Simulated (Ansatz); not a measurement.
# Pd (Im-3m) in Ansatz: notebook, part 2 of 2

Ansatz 0.2.0. Earlier steps stand in the parts before.

### Step 4. Relaxation of cell and atoms, PBEsol

Input file input.yaml:

```yaml
crystal:
  lattice:
    - [-1.572281, 1.572281, 1.572281]
    - [1.572281, -1.572281, 1.572281]
    - [1.572281, 1.572281, -1.572281]
  atoms:
    - { symbol: Pd, position: [0.0, 0.0, 0.0] }
hamiltonian:
  xc: pbesol
  pseudopotentials: { kind: paw }
kpoints:
  mp_grid: { grid: [12, 12, 12] }
scf:
  occupations: { method: fermi_dirac, width: 0.05 }
output:
  forces: true
  stress: true
  eigenvalues: true
relax:
  f_tol: 0.01
  max_steps: 40
  cell: { stress_tol: 0.05 }
```

Potentials or basis: Ansatz PAW.

On the command line:

```sh
$ ansatz run input.yaml --threads 2 --pin off --max-ram 5632MiB --backend cpu --events-out ev --progress --plain --runs-dir out
```

What it wrote:

```text
Warning: RAYON_NUM_THREADS=2 ignored (pool sized by the plan → 2); use --threads N
Engine: ansatz 0.2.0, aarch64-unknown-linux-gnu
Pseudopotentials: kind: paw
Pseudopotential: Pd, paw, valence charge 18, recommended cutoff 420 eV (normal), Pd.paw.azcp
Functional definition: PBEsol
  exchange = pbesol_x
  correlation = pbesol_c
Crystal: 1 atoms, lattice volume = 15.547 Å³
Basis set: ecut = 420 eV, 321 PW (Γ), exchange–correlation on 40×40×40 points (8 copies of the dense FFT grid, shifted against one another)
Bands: 13, of which v1, the nominal top of the filled ones, is band 9 counted from 1 (8 counted from 0)
Symmetry: 48 space group operations
Space group: Im-3m (ITA 229), of the structure as read, at distance tolerance 2.5e-5 Å
k-points: 72 of 1728
Non-local potential: Pd, projectors of the file, l = 0: 2, l = 1: 2, l = 2: 2, l = 3: 1
PAW form: soft (Blöchl's): semilocal exchange-correlation on the pseudo side does not see the compensation charge
PAW frozen core: Pd, regenerated for the run's functional, and the local potential with it (the file was generated under x = pbe(κ = 0.804, μ = 0.2195149727645171), c = pbe(β = 0.06672455060314922))
PAW one-centre angular grid: Pd, 590 points (default); XC on 64 Gauss nodes
Initial density: superposition of atomic densities (neutral atoms: chi_scale 0, normalization atom), corrected by the library's trained network
Initial wavefunctions: pseudopotential atomic-orbital guess
Functional: x = pbesol(κ = 0.804, μ = 0.12345679012345678), c = pbesol(β = 0.046)
SCF iter   1: F=—  HF=-6906.574477 eV  |F-HF|=—  |Δ(HF+E_count)|=         —  Δρ=1.00e-2  dr2=1.29e-2  ethr=1.77e-3  ⟨swp⟩=5.3  Hψ=5359  notcnv=0
preconditioner: auto → none  [metal: Δε(μ)=0.012 eV  Ē_g=13.593 eV  σ=0.050 eV  W_gap=0.06  n_scr=0 (ndim 8)  ℏωp=29.8 eV  f_vac=0.000  D(μ)=1.23/eV (n_scr^D=12)]
SCF iter   2: F=—  HF=-6906.572017 eV  |F-HF|=—  |Δ(HF+E_count)|=   2.46e-3  Δρ=5.47e-3  dr2=3.32e-3  ethr=7.14e-5  ⟨swp⟩=2.6  Hψ=2249  notcnv=0
SCF iter   3: F=—  HF=-6906.571062 eV  |F-HF|=—  |Δ(HF+E_count)|=   9.55e-4  Δρ=1.61e-3  dr2=6.43e-5  ethr=1.85e-5  ⟨swp⟩=2.0  Hψ=1285  notcnv=0
[... 68 lines left out ...]
  E_vxc        = -211.269572  (∫ρ·V_xc dr)
  E_paw        = -3684.916872  (= ΣΔE_a)
  E_vpaw       = -329.729961  (= ΣTr[D̂ρ^β])
  E_aug_tail   = 0.000186  (compensation charges beyond the density's cutoff)
  E_ewald      = -2753.166480
  E_core_change = 0.302524  (= ΣΔE_core)
  E_smearing   = -0.009252  (= −TS)
  E_closure    = -0.000000  (closes the sum)
  Σ components = -6906.600557   (vs F -6906.600557, Δ=0.00e0)
--- Forces (eV/Å), atoms counted from 1 ---
  atom   1  Pd     0.00000000    -0.00000000     0.00000000
  max |Σ_I F_I| component: 6.57e-32 eV/Å
--- Stress (GPa, compression-positive) ---
        0.011058       0.000000      -0.000000
       -0.000000       0.011058       0.000000
        0.000000      -0.000000       0.011058
  P = ⅓ Tr σ = 0.0111 GPa (0.111 kbar)
--- Band table (eV; the first three rows and the last of 72) ---
  k-point 0: bands = ["-64.2340", "-29.7412", "-29.7412", "-29.7412", "12.5282", "16.8051", "16.8051", "16.8051", "18.8481", "18.8481", "38.9198", "38.9198", "38.9198"]
  k-point 1: bands = ["-64.2299", "-29.7708", "-29.7514", "-29.7411", "12.7957", "16.7132", "16.8074", "16.9978", "18.7425", "18.8551", "38.7957", "38.9598", "39.2498"]
  k-point 2: bands = ["-64.2186", "-29.8514", "-29.7791", "-29.7407", "13.5213", "16.4704", "16.8172", "17.5508", "18.5569", "18.8808", "37.7948", "38.6377", "40.1622"]
  k-point 71: bands = ["-64.1246", "-30.0604", "-30.0604", "-30.0604", "14.4801", "14.4801", "20.0455", "20.0455", "20.0455", "28.9855", "28.9855", "28.9855", "37.4506"]
--- Relaxed structure (4 steps of the walk, 4 accepted, 1 SCFs on fresh bases) ---
  F+E_penalty+E_count = -6906.60055740 eV   max|allowed force component| = 0.000e0 eV/Å   (the final SCF, on the basis selected at the relaxed cell)
  cell:  # Å, volume = 14.6589 Å³
    - [-1.5417510785191788, 1.5417510785191788, 1.5417510785191788]
    - [1.5417510785191788, -1.5417510785191788, 1.5417510785191788]
    - [1.5417510785191788, 1.5417510785191788, -1.5417510785191788]
  atoms:
    - { symbol: Pd, position: [0.0, 0.0, 0.0] }
```

Run time: 3.2 s. Hardware: 2 threads of Arm Neoverse V2, shared host; peak memory 0.27 GiB.

What came out:

```
Free energy                            : -6906.6006 eV
Relaxed volume                         : 14.66 Å³/atom
Relaxed cell                           : a = 2.670 Å, b = 2.670 Å, c = 2.670 Å, α = 109.47°, β = 109.47°, γ = 109.47°
Space group after relaxing (to 0.05 Å) : Im-3m (No. 229)
Energy gained by relaxing              : 29.5 meV/atom
Ionic steps                            : 5
Pressure after relaxing                : 0.0 GPa
Band gap on the k mesh                 : none (metal or under the smearing width)
```

The path:
```csv
step,energy change (eV),largest force (eV/Å),volume (Å³)
1,0.0000,0.0000,15.55
2,-0.0041,0.0000,13.92
3,-0.0293,0.0000,14.76
4,-0.0298,0.0000,14.66
5,-0.0295,0.0000,14.66
```

Final structure:
```cif
data_structure
_symmetry_space_group_name_H-M 'P 1'
_symmetry_Int_Tables_number 1
_cell_length_a 2.6704
_cell_length_b 2.6704
_cell_length_c 2.6704
_cell_angle_alpha 109.471
_cell_angle_beta 109.471
_cell_angle_gamma 109.471
_cell_volume 14.66
loop_
_atom_site_label
_atom_site_type_symbol
_atom_site_fract_x
_atom_site_fract_y
_atom_site_fract_z
_atom_site_occupancy
Pd1 Pd 0.00000 0.00000 0.00000 1
```

Levels at points of the mesh, in eV from the Fermi level:
```csv
k point,band 5,band 6,band 7,band 8,band 9,band 10,band 11,band 12,band 13
"(0.00, 0.00, 0.00)",-7.26,-2.98,-2.98,-2.98,-0.94,-0.94,19.13,19.13,19.13
"(0.00, 0.00, -0.50)",-5.38,-4.21,-1.02,-0.69,0.66,1.32,7.98,15.03,17.81
"(-0.50, -0.50, -0.50)",-5.31,-5.31,0.26,0.26,0.26,9.20,9.20,9.20,17.66
```

Caveat: the plane-wave basis is chosen anew once the cell has moved, so the energies of steps on either side of that aren't comparable; the PAW data sets come from PBE, with cores solved anew for the run's functional, which leaves a small shift of forces and pressure.

### Step 5. Relaxation of cell and atoms, revPBE

input.yaml: that of step 4 with these lines changed.

```diff
@@ -8,3 +8,3 @@
 hamiltonian:
-  xc: pbesol
+  xc: revpbe
   pseudopotentials: { kind: paw }
```

On the command line:

```sh
$ ansatz run input.yaml --threads 2 --pin off --max-ram 5632MiB --backend cpu --events-out ev --progress --plain --runs-dir out
```

Wall time 2.6 s (2 threads of Arm Neoverse V2, shared host); peak memory 0.27 GiB.

The run converged. Its results:

| Quantity | Value |
| --- | --- |
| Free energy | -6978.3109 eV |
| Relaxed volume | 15.76 Å³/atom |
| Relaxed cell | a = 2.735 Å, b = 2.735 Å, c = 2.735 Å, α = 109.47°, β = 109.47°, γ = 109.47° |
| Space group after relaxing (to 0.05 Å) | Im-3m (No. 229) |
| Energy gained by relaxing | 1.3 meV/atom |
| Ionic steps | 6 |
| Pressure after relaxing | 0.0 GPa |
| Band gap on the k mesh | none (metal or under the smearing width) |

Step by step:
| step | energy change (eV) | largest force (eV/Å) | volume (Å³) |
| --- | --- | --- | --- |
| 1 | 0.0000 | 0.0000 | 15.55 |
| 2 | -0.0006 | 0.0000 | 15.90 |
| 3 | -0.0013 | 0.0000 | 15.76 |
| 4 | -0.0013 | 0.0000 | 15.76 |
| 5 | -0.0013 | 0.0000 | 15.76 |
| 6 | -0.0013 | 0.0000 | 15.76 |

Final structure:
```
Pd
1.0
    -1.57932    1.57932    1.57932
     1.57932   -1.57932    1.57932
     1.57932    1.57932   -1.57932
Pd
1
Direct
  0.00000 0.00000 0.00000
```

Levels at points of the mesh, in eV from the Fermi level:
| k point | band 6 | band 7 | band 8 | band 9 | band 10 | band 11 | band 12 | band 13 |
| --- | --- | --- | --- | --- | --- | --- | --- | --- |
| (0.00, 0.00, 0.00) | -2.66 | -2.66 | -2.66 | -0.86 | -0.86 | 19.07 | 19.07 | 19.07 |
| (0.00, 0.00, -0.50) | -3.74 | -0.93 | -0.65 | 0.55 | 1.55 | 7.45 | 14.94 | 17.23 |
| (-0.50, -0.50, -0.50) | -4.71 | 0.20 | 0.20 | 0.20 | 9.05 | 9.05 | 9.05 | 16.62 |

Caveat: the plane-wave basis is chosen anew once the cell has moved, so the energies of steps on either side of that aren't comparable; the PAW data sets come from PBE, with cores solved anew for the run's functional, which leaves a small shift of forces and pressure.

### Step 6. Relaxation of cell and atoms, BLYP

input.yaml: that of step 5 with these lines changed.

```diff
@@ -8,3 +8,3 @@
 hamiltonian:
-  xc: revpbe
+  xc: blyp
   pseudopotentials: { kind: paw }
```

Potentials or basis: Ansatz PAW.

On the command line:

```sh
$ ansatz run input.yaml --threads 2 --pin off --max-ram 5632MiB --backend cpu --events-out ev --progress --plain --runs-dir out
```

What it wrote:

```text
Warning: RAYON_NUM_THREADS=2 ignored (pool sized by the plan → 2); use --threads N
Engine: ansatz 0.2.0, aarch64-unknown-linux-gnu
Pseudopotentials: kind: paw
Pseudopotential: Pd, paw, valence charge 18, recommended cutoff 420 eV (normal), Pd.paw.azcp
Functional definition: BLYP
  parameter beta = 0.0042
  parameter a = 0.04918
  parameter b = 0.132
  parameter c = 0.2533
  parameter d = 0.349
  exchange = b88_x(beta = beta)
  correlation = lyp_c(a = a, b = b, c = c, d = d)
Crystal: 1 atoms, lattice volume = 15.547 Å³
Basis set: ecut = 420 eV, 321 PW (Γ), exchange–correlation on 40×40×40 points (8 copies of the dense FFT grid, shifted against one another)
Bands: 13, of which v1, the nominal top of the filled ones, is band 9 counted from 1 (8 counted from 0)
Symmetry: 48 space group operations
Space group: Im-3m (ITA 229), of the structure as read, at distance tolerance 2.5e-5 Å
k-points: 72 of 1728
Non-local potential: Pd, projectors of the file, l = 0: 2, l = 1: 2, l = 2: 2, l = 3: 1
PAW form: soft (Blöchl's): semilocal exchange-correlation on the pseudo side does not see the compensation charge
PAW frozen core: Pd, regenerated for the run's functional, and the local potential with it (the file was generated under x = pbe(κ = 0.804, μ = 0.2195149727645171), c = pbe(β = 0.06672455060314922))
PAW one-centre angular grid: Pd, 590 points (default); XC on 64 Gauss nodes
Initial density: superposition of atomic densities (neutral atoms: chi_scale 0, normalization atom), corrected by the library's trained network
Initial wavefunctions: pseudopotential atomic-orbital guess
Functional: x = b88, c = lyp
SCF iter   1: F=—  HF=-6987.548200 eV  |F-HF|=—  |Δ(HF+E_count)|=         —  Δρ=1.51e-2  dr2=3.58e-2  ethr=1.77e-3  ⟨swp⟩=5.4  Hψ=5361  notcnv=0
preconditioner: auto → none  [metal: Δε(μ)=0.031 eV  Ē_g=13.838 eV  σ=0.050 eV  W_gap=0.15  n_scr=0 (ndim 8)  ℏωp=29.8 eV  f_vac=0.000  D(μ)=1.28/eV (n_scr^D=12)]
SCF iter   2: F=—  HF=-6987.542488 eV  |F-HF|=—  |Δ(HF+E_count)|=   5.71e-3  Δρ=8.74e-3  dr2=7.91e-3  ethr=1.99e-4  ⟨swp⟩=2.4  Hψ=2150  notcnv=0
SCF iter   3: F=—  HF=-6987.540239 eV  |F-HF|=—  |Δ(HF+E_count)|=   2.25e-3  Δρ=2.38e-3  dr2=3.94e-4  ethr=4.39e-5  ⟨swp⟩=2.1  Hψ=1548  notcnv=0
SCF iter   4: F=—  HF=-6987.540409 eV  |F-HF|=—  |Δ(HF+E_count)|=   1.70e-4  Δρ=2.48e-4  dr2=3.60e-6  ethr=2.19e-6  ⟨swp⟩=2.2  Hψ=1267  notcnv=0
SCF iter   5: F=—  HF=-6987.540411 eV  |F-HF|=—  |Δ(HF+E_count)|=   1.89e-6  Δρ=2.34e-5  dr2=2.25e-8  ethr=2.00e-8  ⟨swp⟩=2.3  Hψ=1446  notcnv=0
[... 44 lines left out ...]
SCF iter   6: F=-6987.563610 eV  HF=-6987.563610 eV  |F-HF|=9.09e-13  |Δ(HF+E_count)|=  3.64e-12  Δρ=2.17e-8  dr2=4.67e-14  ethr=1.00e-12  ⟨swp⟩=5.0  Hψ=3339  notcnv=0
SCF 5 converged in 6 iterations: F = -6987.563610 eV  dr2 = 4.67e-14
relax step   5: F+E_penalty+E_count = -6987.56360958 eV  Δ(F+E_penalty+E_count) = -2.093e-4 eV  max|allowed force component| = 0.000e0 eV/Å  Δτ_max = 0.0000 Å  P = -0.026 GPa  Ω = 16.456 Å³  stress off target by 2.57e-2 GPa  SCF on the basis re-selected at this cell (its energy is not comparable with the rows above)  (6 SCF iters)
basis re-selected at this cell: Δ(F+E_penalty+E_count) = -2.093e-4 eV, ΔP = -0.011 GPa vs the last step (what re-selecting the basis moved, of the pressure what is left beyond the Pulay correction that the steps carried, after the strain that the cell walked since its last selection, with what the two solves' SCF thresholds leave and, on support functions, any second-order correction that the steps lacked; it is no measure of the basis error at this ecutwfc). This SCF's stress stands 2.57e-2 GPa from its target on what of the cell is left free (relax.cell.stress_tol is 5.00e-2 GPa) and its largest allowed force component is 0.00e0 eV/Å (relax.f_tol is 1.00e-2 eV/Å): within both
SCF converged after 6 iterations
Free energy (F): -6987.563610 eV
Harris-Foulkes:  -6987.563610 eV  (|F-HF|=9.09e-13)
Internal energy: -6987.551915 eV  (E = F + TS)
E sigma→0 (E₀):  -6987.557762 eV
Entropy (-TS):   -0.011694 eV (-11.694 meV/atom)
Fermi energy:    17.521729 eV
--- Per-component energies (eV) ---
  E_band       = -170.074252
  E_kinetic    = 513.289810
  E_local      = -1904.007516  (includes V_loc(G=0)·N_el)
  E_nonlocal   = 216.172960
  E_hartree    = 769.492211
  E_xc         = -165.353670
  E_vxc        = -207.027928  (∫ρ·V_xc dr)
  E_paw        = -3768.168850  (= ΣΔE_a)
  E_vpaw       = -327.486199  (= ΣTr[D̂ρ^β])
  E_aug_tail   = 0.000189  (compensation charges beyond the density's cutoff)
  E_ewald      = -2649.063878
  E_core_change = 0.086828  (= ΣΔE_core)
  E_smearing   = -0.011694  (= −TS)
  E_closure    = 0.000000  (closes the sum)
  Σ components = -6987.563610   (vs F -6987.563610, Δ=0.00e0)
--- Forces (eV/Å), atoms counted from 1 ---
  atom   1  Pd     0.00000000    -0.00000000    -0.00000000
  max |Σ_I F_I| component: 5.14e-32 eV/Å
--- Stress (GPa, compression-positive) ---
       -0.025681       0.000000       0.000000
        0.000000      -0.025681       0.000000
       -0.000000      -0.000000      -0.025681
  P = ⅓ Tr σ = -0.0257 GPa (-0.257 kbar)
--- Band table (eV; the first three rows and the last of 72) ---
  k-point 0: bands = ["-66.2062", "-31.7715", "-31.7715", "-31.7715", "11.3261", "15.0118", "15.0118", "15.0118", "16.6991", "16.6991", "36.7515", "36.7515", "36.7515"]
  k-point 1: bands = ["-66.2038", "-31.7908", "-31.7783", "-31.7713", "11.5685", "14.9387", "15.0180", "15.1737", "16.6175", "16.7046", "36.4850", "36.7488", "37.0115"]
  k-point 2: bands = ["-66.1972", "-31.8432", "-31.7968", "-31.7710", "12.2291", "14.7442", "15.0462", "15.6369", "16.4701", "16.7243", "35.0367", "36.2742", "37.7233"]
  k-point 71: bands = ["-66.1416", "-31.9839", "-31.9839", "-31.9839", "13.1639", "13.1639", "17.6945", "17.6945", "17.6945", "26.4611", "26.4611", "26.4611", "33.1396"]
--- Relaxed structure (4 steps of the walk, 4 accepted, 1 SCFs on fresh bases) ---
  F+E_penalty+E_count = -6987.56360958 eV   max|allowed force component| = 0.000e0 eV/Å   (the final SCF, on the basis selected at the relaxed cell)
  cell:  # Å, volume = 16.4559 Å³
    - [-1.6023386322088624, 1.6023386322088624, 1.6023386322088624]
    - [1.6023386322088624, -1.6023386322088624, 1.6023386322088624]
    - [1.6023386322088624, 1.6023386322088624, -1.6023386322088624]
  atoms:
    - { symbol: Pd, position: [0.0, 0.0, 0.0] }
```

It took 2.3 s on 2 threads of Arm Neoverse V2, shared host; peak memory 0.27 GiB.

What came out:

```
Free energy                            : -6987.5636 eV
Relaxed volume                         : 16.46 Å³/atom
Relaxed cell                           : a = 2.775 Å, b = 2.775 Å, c = 2.775 Å, α = 109.47°, β = 109.47°, γ = 109.47°
Space group after relaxing (to 0.05 Å) : Im-3m (No. 229)
Energy gained by relaxing              : 23.2 meV/atom
Ionic steps                            : 5
Pressure after relaxing                : 0.0 GPa
Band gap on the k mesh                 : none (metal or under the smearing width)
```

The path:
```csv
step,energy change (eV),largest force (eV/Å),volume (Å³)
1,0.0000,0.0000,15.55
2,-0.0140,0.0000,17.07
3,-0.0228,0.0000,16.53
4,-0.0230,0.0000,16.46
5,-0.0232,0.0000,16.46
```

Final structure:
```
CELL_PARAMETERS angstrom
-1.60234 1.60234 1.60234
1.60234 -1.60234 1.60234
1.60234 1.60234 -1.60234
ATOMIC_POSITIONS crystal
Pd 0.00000 0.00000 0.00000
```

Levels at points of the mesh, in eV from the Fermi level:
```
              k point  band 7  band 8  band 9  band 10  band 11  band 12
   (0.00, 0.00, 0.00)   -2.51   -2.51   -0.82    -0.82    19.23    19.23
  (0.00, 0.00, -0.50)   -0.90   -0.64    0.50     1.82     7.07    15.03
(-0.50, -0.50, -0.50)    0.17    0.17    0.17     8.94     8.94     8.94
```

Caveat: the plane-wave basis is chosen anew once the cell has moved, so the energies of steps on either side of that aren't comparable; the PAW data sets come from PBE, with cores solved anew for the run's functional, which leaves a small shift of forces and pressure.

### Step 7. Overview

| level | gap on the mesh (eV) | pressure (GPa) | relaxed volume (Å³/atom) |
| --- | --- | --- | --- |
| RPBE | none | 0.0 | 15.89 |
| LDA | none | 0.0 | 14.25 |
| PBEsol | none | 0.0 | 14.66 |
| revPBE | none | 0.0 | 15.76 |
| BLYP | none | 0.0 | 16.46 |

Alike in all rows: task relaxation of cell and atoms; potentials or basis Ansatz PAW; no spin polarisation; cell relaxed; k mesh 12 × 12 × 12; cutoff (eV) 420; smearing fermi-dirac 0.05 eV.

Caveats: the plane-wave basis is chosen anew once the cell has moved, so the energies of steps on either side of that aren't comparable; the PAW data sets come from PBE, with cores solved anew for the run's functional, which leaves a small shift of forces and pressure.

Total energies depend on the potentials used, so only differences within one code and one set of settings carry meaning.
